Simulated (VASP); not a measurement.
# Sb (R-3m) in VASP: further runs

The runs below take Sb through relaxation of cell and atoms, with PBE+D3(BJ), PBE.

Everything below comes from runs of VASP 6.6.1. Logs are shortened: lines on timing, memory, paths and dates and some standing lists are left out, and cuts for length are marked.

### 1 The structure

Symmetry: R-3m, No. 166, trigonal system. Conventional cell: a = 4.308 Å, b = 4.308 Å, c = 11.274 Å, α = 90.00°, β = 90.00°, γ = 120.00°. Sb (site symmetry 3m) is surrounded by 3 Sb at 2.91 Å.

### 2 Relaxation of cell and atoms, PBE+D3(BJ)

Contents of INCAR:

```
PREC = Accurate
ENCUT = 600
EDIFF = 1E-6
ISMEAR = 1
SIGMA = 0.1
LREAL = F
LASPH = T
NELM = 80
ALGO = Normal
ISIF = 3
LWAVE = F
LCHARG = F
GGA = PE
IVDW = 12
IBRION = 2
NSW = 90
EDIFFG = -0.01
```

Contents of KPOINTS:

```
Automatic mesh
0
Gamma
  12 12 10
```

Contents of POSCAR:

```
Sb
1.0
    2.1542000000      1.2437279500      3.7580000000
   -2.1542000000      1.2437279500      3.7580000000
    0.0000000000     -2.4874559000      3.7580000000
Sb
2
Direct
    0.2334900000      0.2334900000      0.2334900000
    0.7665100000      0.7665100000      0.7665100000
```

Potentials or basis: VASP PAW PBE potentials, release 64 (Sb).

On the command line:

```bash
cat potpaw_PBE.64/Sb/POTCAR > POTCAR
mpirun -np 1 vasp_std > vasp.out
```

OUTCAR:

```text
PREC = Accurate
   ENCUT = 600
   EDIFF = 1E-6
   ISMEAR = 1
   LREAL = F
   LASPH = T
   NELM = 80
   ISIF = 3
   GGA = PE
   IVDW = 12
   IBRION = 2
   NSW = 90
   EDIFFG = -0.01
 IVDW          = 12

 ion  position               nearest neighbor table
   1  0.233  0.233  0.233-   2 2.91   2 2.91   2 2.91   2 3.35   2 3.35   2 3.35
   2  0.767  0.767  0.767-   1 2.91   1 2.91   1 2.91   1 3.35   1 3.35   1 3.35

  LATTYP: Found a trigonal (rhomboedric) cell.
 ALAT       =     4.5066618304
 COS(alpha) =     0.5430253623

  Lattice vectors:

 A1 = (   2.1542000000,   1.2437279500,   3.7580000000)
 A2 = (  -2.1542000000,   1.2437279500,   3.7580000000)
 A3 = (   0.0000000000,  -2.4874559000,   3.7580000000)

Analysis of symmetry for initial positions (statically):
=====================================================================
 Subroutine PRICEL returns:
 Original cell was already a primitive cell.

 Routine SETGRP: Setting up the symmetry group for a
 trigonal (rhombohedral) supercell.

 Subroutine GETGRP returns: Found 12 space group operations
 (whereof 12 operations were pure point group operations)
 out of a pool of 12 trial point group operations.

The static configuration has the point symmetry D_3d.

Analysis of symmetry for dynamics (positions and initial velocities):
=====================================================================
 Subroutine PRICEL returns:
 Original cell was already a primitive cell.

 Routine SETGRP: Setting up the symmetry group for a
 trigonal (rhombohedral) supercell.

 Subroutine GETGRP returns: Found 12 space group operations
 (whereof 12 operations were pure point group operations)
 out of a pool of 12 trial point group operations.

The dynamic configuration has the point symmetry D_3d.

 Subroutine INISYM returns: Found 12 space group operations
 (whereof 12 operations are pure point group operations),
 and found     1 'primitive' translations

----------------------------------------------------------------------------------------

                                     Primitive cell

  volume of cell :      60.4115

  direct lattice vectors                    reciprocal lattice vectors
     2.154200000  1.243727950  3.758000000     0.232104726  0.134005726  0.088699663
    -2.154200000  1.243727950  3.758000000    -0.232104726  0.134005726  0.088699663
     0.000000000 -2.487455900  3.758000000     0.000000000 -0.268011452  0.088699663

  length of vectors
     4.506661830  4.506661830  4.506661830     0.282307932  0.282307932  0.282307932

  position of ions in fractional coordinates (direct lattice)
     0.233490000  0.233490000  0.233490000
     0.766510000  0.766510000  0.766510000

  ion indices of the primitive-cell ions
   primitive index   ion index
                 1           1
                 2           2

----------------------------------------------------------------------------------------

 KPOINTS: Automatic mesh

Automatic generation of k-mesh.
 Grid dimensions read from file:
 generate k-points for:   12   12   10

 Generating k-lattice:

  Cartesian coordinates                     Fractional coordinates (reciprocal lattice)
     0.019342060  0.011167144  0.007391639     0.083333333 -0.000000000  0.000000000
    -0.019342060  0.011167144  0.007391639    -0.000000000  0.083333333  0.000000000
     0.000000000 -0.026801145  0.008869966     0.000000000  0.000000000  0.100000000

  Length of vectors
     0.023525661  0.023525661  0.028230793

  Shift w.r.t. Gamma in fractional coordinates (k-lattice)
     0.000000000  0.000000000  0.000000000

 -----------------------------------------------------------------------------
|                                                                             |
|           W    W    AA    RRRRR   N    N  II  N    N   GGGG   !!!           |
|           W    W   A  A   R    R  NN   N  II  NN   N  G    G  !!!           |
|           W    W  A    A  R    R  N N  N  II  N N  N  G       !!!           |
|           W WW W  AAAAAA  RRRRR   N  N N  II  N  N N  G  GGG   !            |
|           WW  WW  A    A  R   R   N   NN  II  N   NN  G    G                |
|           W    W  A    A  R    R  N    N  II  N    N   GGGG   !!!           |
|                                                                             |
|     Your reciprocal lattice and k-lattice belong to different lattice       |
|     classes:                                                                |
|                                                                             |
|        The reciprocal lattice is rhombohedral (trigonal),                   |
|        whereas your k-lattice is base-centered monoclinic.                  |
|                                                                             |
|     Results are often still useful ...                                      |
|                                                                             |
 -----------------------------------------------------------------------------

 WARNING: IBZKPT: internal override: KBLOWUP is changed to .FALSE.
      ... skipping the blow-up phase ...

 Subroutine IBZKPT returns following result:
 ===========================================

 Found    391 irreducible k-points:

 Following reciprocal coordinates:
            Coordinates               Weight
  0.000000  0.000000  0.000000      1.000000
  0.083333  0.000000  0.000000      4.000000
  0.166667  0.000000  0.000000      4.000000
  0.250000  0.000000 -0.000000      4.000000
  0.333333  0.000000 -0.000000      4.000000
  0.416667  0.000000  0.000000      4.000000
[... 16 lines left out ...]
  0.500000  0.166667  0.000000      8.000000
 -0.416667  0.166667 -0.000000      4.000000
 [... further k-points ...]
   k-points           NKPTS =    391   k-points in BZ     NKDIM =    391   number of bands    NBANDS=      9
   number of dos      NEDOS =    301   number of ions     NIONS =      2
   total plane-waves  NPLWV =  46656
   dimension x,y,z NGX =    36 NGY =   36 NGZ =   36
   dimension x,y,z NGXF=    72 NGYF=   72 NGZF=   72
   ions per type =               2
   NGX,Y,Z   is equivalent  to a cutoff of  13.28, 13.28, 13.28 a.u.
   NGXF,Y,Z  is equivalent  to a cutoff of  26.56, 26.56, 26.56 a.u.
 SYSTEM =  unknown system
   PREC   = accura    normal or accurate (medium, high low for compatibility)
   ISTART =      0    job   : 0-new  1-cont  2-samecut
   ICHARG =      2    charge: 1-file 2-atom 10-const
   ISPIN  =      1    spin polarized calculation?
   LNONCOLLINEAR =      F non collinear calculations
   LSORBIT =      F    spin-orbit coupling
   LASPH  =      T    aspherical Exc in radial PAW
   ENCUT  =  600.0 eV  44.10 Ry    6.64 a.u.   9.00  9.00  9.00*2*pi/ulx,y,z
   NELM   =     80;   NELMIN=  2; NELMDL= -5     # of ELM steps
   EDIFF  = 0.1E-05   stopping-criterion for ELM
   LREAL  =      F    real-space projection
   EDIFFG = -.1E-01   stopping-criterion for IOM
   NSW    =     90    number of steps for IOM
   IBRION =      2    ionic relax: 0-MD 1-quasi-New 2-CG
   NFREE  =      1    steps in history (QN), initial steepest desc. (CG)
   ISIF   =      3    stress and relaxation
   ISYM   =      2    0-nonsym 1-usesym 2-fastsym
   POTIM  = 0.5000    time-step for ionic-motion
   TEBEG  =    0.0;   TEEND  =   0.0 temperature during run
   PSTRESS=    0.0 pullay stress
   NELECT =      10.0000    total number of electrons
   NUPDOWN=      -1.0000    fix difference up-down
   EMIN   =  10.00;   EMAX   =-10.00  energy-range for DOS
   EFERMI =   0.00;   METHOD = LEGACY
   ISMEAR =     1;   SIGMA  =   0.10  broadening in eV -4-tet -1-fermi 0-gaus
   EFERMI_NEDOS =   21; number of points for ismear=-14 and -15
   IALGO  =     38    algorithm
   IMIX   =      4    mixing-type and parameters
     AMIX     =   0.40;   BMIX     =  1.00
     AMIX_MAG =   1.60;   BMIX_MAG =  1.00
  volume/ion in A,a.u.               =      30.21       203.84
  Fermi-wavevector in a.u.,A,eV,Ry     =   0.898880  1.698637 10.993305  0.807985
  Thomas-Fermi vector in A             =   2.021644
   LORBIT       =      0    0 simple, 1 ext, 2 COOP (PROOUT), +10 PAW based schemes
   GGA     = PE    functional components
   LHFCALC =     F    Hartree Fock is set to
   AEXX    =    0.0000 exact exchange contribution
   IVDW    =    12    specifies the selected vdW correction
   LEPSILON=     F    determine dielectric tensor
   LRPA    =     F    only Hartree local field effects (RPA)
 conjugate gradient relaxation of ions
 non-spin polarized calculation
 Methfessel and Paxton  Order N= 1 SIGMA  =   0.10
  energy-cutoff  :      600.00
  volume of cell :       60.41
 maximum number of plane-waves:      2042
   NGX = 17   NGY = 17   NGZ = 17

--------------------------------------- Ionic step        1  -------------------------------------------

 number of electron      10.0000000 magnetization

 Free energy of the ion-electron system (eV)
  ---------------------------------------------------
  ext. energy  EPLUGINS =         0.00000000
  ---------------------------------------------------
  free energy    TOTEN  =        -8.24694506 eV

  energy without entropy =       -8.24718473  energy(sigma->0) =       -8.24702495

------------------------ aborting loop because EDIFF is reached ----------------------------------------

 Edisp (eV)   -0.94507

 E8    (eV) :    -0.4410

  FORCE on cell =-STRESS in cart. coord.  units (eV):
  Direction    XX          YY          ZZ          XY          YZ          ZX
  --------------------------------------------------------------------------------------
  -------------------------------------------------------------------------------------
  Total       0.14132     0.14132    -0.05569     0.00000     0.00000    -0.00000
  in kB       3.74804     3.74804    -1.47691     0.00000     0.00000    -0.00000
  external pressure =        2.01 kB  Pullay stress =        0.00 kB
[... 261 lines left out ...]
  energy  without entropy=       -9.2027252501  energy(sigma->0) =       -9.20239828

--------------------------------------- Ionic step        8  -------------------------------------------

 number of electron      10.0000000 magnetization

 Free energy of the ion-electron system (eV)
  ---------------------------------------------------
  ext. energy  EPLUGINS =         0.00000000
  ---------------------------------------------------
  free energy    TOTEN  =        -8.24059919 eV

  energy without entropy =       -8.24103119  energy(sigma->0) =       -8.24074319

 E-fermi :   7.3932     XC(G=0):  -9.6164

 val. band max:        7.3896216004   @ k =  -0.4167   0.4167   0.5000
 cond. band min:       7.4245500485   @ k =   0.0833   0.0833   0.4000
 fundamental gap:      0.0349284481
 Fermi energy:         7.3932349315

 k-point     1 :       0.0000    0.0000    0.0000
  band No.  band energies     occupation
      1      -5.2995      2.00000
      2       2.7710      2.00000
      3       5.4705      2.00000
      4       5.6246      2.00000
      5       5.6246      2.00000
      6       9.8680      0.00000
      7      10.3039      0.00000
      8      10.3039      0.00000
      9      12.3611      0.00000
[... 265 lines left out ...]
 k-point    24 :      -0.4167    0.1667   -0.0000
  band No.  band energies     occupation
      1      -2.7267      2.00000
      2      -2.0686      2.00000
      3       3.7654      2.00000
      4       5.3129      2.00000
      5       5.7534      2.00000
      6       8.3624     -0.00000
      7       8.8240     -0.00000
      8      10.5984      0.00000
      9      14.1035      0.00000

 [... further k-points ...]

------------------------ aborting loop because EDIFF is reached ----------------------------------------

 Edisp (eV)   -0.96175

 E8    (eV) :    -0.4487

  FORCE on cell =-STRESS in cart. coord.  units (eV):
  Direction    XX          YY          ZZ          XY          YZ          ZX
  --------------------------------------------------------------------------------------
  -------------------------------------------------------------------------------------
  Total      -0.00971    -0.00971    -0.01486     0.00000     0.00000     0.00000
  in kB      -0.26180    -0.26180    -0.40090     0.00000     0.00000     0.00000
  external pressure =       -0.31 kB  Pullay stress =        0.00 kB
[... 17 lines left out ...]
  FREE ENERGIE OF THE ION-ELECTRON SYSTEM (eV)
  ---------------------------------------------------
  free  energy   TOTEN  =        -9.2023521397 eV

  energy  without entropy=       -9.2027841371  energy(sigma->0) =       -9.20249614

 reached required accuracy - stopping structural energy minimisation
```

Run time: 9.4 min. Hardware: 1 thread of Intel Xeon Platinum 8259CL at 2.50GHz (Skylake/Cascade Lake), shared host; peak memory 0.41 GiB.

What came out:

| Property | Result |
| --- | --- |
| Free energy | -9.2024 eV |
| Relaxed volume | 29.70 Å³/atom |
| Relaxed cell | a = 4.438 Å, b = 4.438 Å, c = 4.438 Å, α = 58.29°, β = 58.29°, γ = 58.29° |
| Space group after relaxing (to 0.05 Å) | R-3m (No. 166) |
| Energy gained by relaxing | 5.2 meV/atom |
| Ionic steps | 8 |
| Pressure after relaxing | 0.0 GPa |
| Largest force after relaxing | 0.010 eV/Å |
| Band gap on the k mesh | none (metal or under the smearing width) |
| Dispersion energy per atom | -0.481 eV |

Forces in eV/Å, atoms in the order of the input:
```
Sb   0.000  0.000 -0.010
Sb   0.000  0.000  0.010
```

Step by step:
```tsv
step	energy change (eV)	largest force (eV/Å)	pressure (GPa)	volume (Å³)
1	0.0000	0.2471	0.20	60.41
2	-0.0043	0.1021	-0.48	60.74
3	-0.0047	0.0433	-0.77	60.89
4	-0.0079	0.0207	-0.48	60.33
5	-0.0100	0.0114	0.00	59.47
6	-0.0100	0.0146	0.06	59.38
7	-0.0102	0.0124	0.02	59.39
8	-0.0103	0.0098	-0.03	59.40
```

Final structure:
```
Sb
1.0
     2.16161    1.24801    3.67001
    -2.16161    1.24801    3.67001
     0.00000   -2.49601    3.67001
Sb
2
Cartesian
  0.0000 0.0000 2.6097
  0.0000 0.0000 8.4004
```

Caveat: pairwise dispersion overbinds metals, which lowers pressure and volume. The run has no spin-orbit coupling, so splittings on Sb are missing.

### 3 Relaxation of cell and atoms, PBE+D3(BJ)

This run uses another cell than the first one, of 29.70 Å³/atom, 0.983 times its volume.

INCAR, as its differences from that of step 2:

```diff
@@ -2,3 +2,3 @@
 ENCUT = 600
-EDIFF = 1E-6
+EDIFF = 1E-7
 ISMEAR = 1
@@ -16,2 +16,2 @@
 NSW = 90
-EDIFFG = -0.01
+EDIFFG = -0.005
```

KPOINTS is that of step 2.

Contents of POSCAR:

```
Sb                                      
1.0
    2.1616089655      1.2480055182      3.6700097254
   -2.1616089655      1.2480055182      3.6700097254
    0.0000000000     -2.4960110364      3.6700097254
  Sb            
     2
Direct
     0.2370263598615808    0.2370263598615808    0.2370263598615808
     0.7629736401384193    0.7629736401384193    0.7629736401384193
```

Potentials or basis: VASP PAW PBE potentials, release 64 (Sb).

On the command line:

```bash
cat potpaw_PBE.64/Sb/POTCAR > POTCAR
mpirun -np 1 vasp_std > vasp.out
```

It took 4.2 min on 1 thread of Intel Xeon Platinum 8259CL at 2.50GHz (Skylake/Cascade Lake), shared host; peak memory 0.4 GiB.

Results (log left out):

| Quantity | Value |
| --- | --- |
| Free energy | -9.2023 eV |
| Relaxed volume | 29.68 Å³/atom |
| Relaxed cell | a = 4.437 Å, b = 4.437 Å, c = 4.437 Å, α = 58.30°, β = 58.30°, γ = 58.30° |
| Space group after relaxing (to 0.05 Å) | R-3m (No. 166) |
| Energy gained by relaxing | 0.0 meV/atom |
| Ionic steps | 3 |
| Pressure after relaxing | 0.0 GPa |
| Largest force after relaxing | 0.003 eV/Å |
| Band gap on the k mesh | none (metal or under the smearing width) |
| Dispersion energy per atom | -0.481 eV |

Forces in eV/Å, atoms in the order of the input:
```
Sb   0.000  0.000 -0.003
Sb   0.000  0.000  0.003
```

Final structure:
```cif
data_structure
_symmetry_space_group_name_H-M 'P 1'
_symmetry_Int_Tables_number 1
_cell_length_a 4.4371
_cell_length_b 4.4371
_cell_length_c 4.4371
_cell_angle_alpha 58.296
_cell_angle_beta 58.296
_cell_angle_gamma 58.296
_cell_volume 59.36
loop_
_atom_site_label
_atom_site_type_symbol
_atom_site_fract_x
_atom_site_fract_y
_atom_site_fract_z
_atom_site_occupancy
Sb1 Sb 0.23699 0.23699 0.23699 1
Sb2 Sb 0.76301 0.76301 0.76301 1
```

Levels at points of the mesh, in eV from the Fermi level:
| k point | band 2 | band 3 | band 4 | band 5 | band 6 | band 7 | band 8 | band 9 |
| --- | --- | --- | --- | --- | --- | --- | --- | --- |
| (0.00, 0.00, 0.00) | -4.62 | -1.92 | -1.77 | -1.77 | 2.47 | 2.91 | 2.91 | 4.97 |
| (0.50, 0.00, 0.00) | -9.68 | -1.65 | -1.48 | -0.28 | -0.09 | 0.27 | 0.27 | 7.98 |
| (0.50, 0.50, 0.00) | -7.80 | -5.56 | -3.74 | -3.69 | 1.70 | 5.14 | 5.51 | 7.22 |
| (0.50, 0.50, 0.50) | -9.15 | -1.18 | -1.18 | -0.36 | -0.04 | -0.04 | 0.96 | 7.46 |

Caveat: pairwise dispersion overbinds metals, which lowers pressure and volume.

### 4 Relaxation of cell and atoms, PBE

Contents of INCAR:

```
SYSTEM = Sb
ALGO = Normal
EDIFF = 1E-6
EDIFFG = -0.01
ENCUT = 600
GGA = PE
IBRION = 2
ISIF = 3
ISMEAR = 1
LASPH = .TRUE.
LCHARG = .FALSE.
LREAL = .FALSE.
LWAVE = .FALSE.
NELM = 80
NSW = 90
PREC = Accurate
SIGMA = 0.1
```

Contents of KPOINTS:

```
k-points
0
G
  12 12 10
  0 0 0
```

Contents of POSCAR:

```
Sb
1.0
    2.1542000000      1.2437279500      3.7580000000
   -2.1542000000      1.2437279500      3.7580000000
    0.0000000000     -2.4874559000      3.7580000000
Sb
2
Direct
    0.2334900000      0.2334900000      0.2334900000
    0.7665100000      0.7665100000      0.7665100000
```

On the command line:

```bash
cat potpaw_PBE.64/Sb/POTCAR > POTCAR
mpirun -np 1 vasp_std > vasp.out
```

It took 5.4 min on 1 thread of Intel Xeon 6975P-C (Granite Rapids), shared host; peak memory 0.41 GiB.

Results (log left out):

| Quantity | Value |
| --- | --- |
| Free energy | -8.2723 eV |
| Relaxed volume | 31.77 Å³/atom |
| Relaxed cell | a = 4.591 Å, b = 4.591 Å, c = 4.591 Å, α = 56.91°, β = 56.91°, γ = 56.91° |
| Space group after relaxing (to 0.05 Å) | R-3m (No. 166) |
| Energy gained by relaxing | 12.7 meV/atom |
| Ionic steps | 7 |
| Pressure after relaxing | 0.0 GPa |
| Band gap on the k mesh | none (metal or under the smearing width) |

Forces in eV/Å, atoms in the order of the input:
```
Sb   0.000  0.000 -0.002
Sb   0.000  0.000  0.002
```

Step by step:
```
step  energy change (eV)  largest force (eV/Å)  pressure (GPa)  volume (Å³)
   1              0.0000                0.2483            2.80        60.41
   2             -0.0135                0.2235           -1.57        65.15
   3             -0.0248                0.0455            0.04        63.16
   4             -0.0249                0.0337            0.03        63.23
   5             -0.0252                0.0018            0.00        63.45
   6             -0.0253                0.0001            0.01        63.49
   7             -0.0253                0.0023            0.02        63.54
```

Final structure:
```
Sb
1.0
     2.18732    1.26285    3.83353
    -2.18732    1.26285    3.83353
     0.00000   -2.52570    3.83353
Sb
2
Direct
  0.23330 0.23330 0.23330
  0.76670 0.76670 0.76670
```

Levels at points of the mesh, in eV from the Fermi level:
```tsv
k point	band 2	band 3	band 4	band 5	band 6	band 7	band 8	band 9
(0.00, 0.00, 0.00)	-5.04	-1.95	-1.68	-1.68	2.02	2.61	2.61	5.16
(0.50, 0.00, 0.00)	-9.39	-1.84	-1.74	-0.26	-0.21	0.22	0.59	7.48
(0.50, 0.50, 0.00)	-7.94	-5.12	-3.52	-3.42	1.68	4.68	5.31	6.50
(0.50, 0.50, 0.50)	-8.73	-1.22	-1.22	-0.53	0.23	0.23	1.08	6.88
```

The run has no spin-orbit coupling, so splittings on Sb are missing. PBE usually gives volumes a little too large and moduli too small.
